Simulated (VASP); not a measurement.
Input of a VASP 6.6.1 run:

INCAR

```
  ALGO = Fast
  EDIFF = 1E-6
  ENCUT = 520
  GGA = PE
  ISIF = 2
  ISMEAR = 0
  LASPH = True
  LCHARG = True
  LELF = True
  LREAL = False
  LVHAR = True
  LWAVE = False
  NBANDS = 16
  NELM = 100
  PREC = Accurate
  SIGMA = 0.1
```

KPOINTS

```
k-points
0
Gamma
  12 12 12
```

File POSCAR:

```
HgSe
1.0
    0.0000000000      3.1301276995      3.1301276995
    3.1301276995      0.0000000000      3.1301276995
    3.1301276995      3.1301276995      0.0000000000
Hg Se
1 1
Direct
    0.0000000000      0.0000000000      0.0000000000
    0.2500000000      0.2500000000      0.2500000000
```

Potentials or basis: VASP PAW PBE potentials, release 64 (Hg, Se).

Command:

```console
$ cat potpaw_PBE.64/Hg/POTCAR potpaw_PBE.64/Se/POTCAR > POTCAR
$ mpirun -np 1 vasp_std > vasp.out
```

What does it give for the pressure?

0.2 GPa.

Estimate the band gap on the k mesh.

none (metal or under the smearing width).

The run has no spin-orbit coupling, so splittings on Hg are missing.
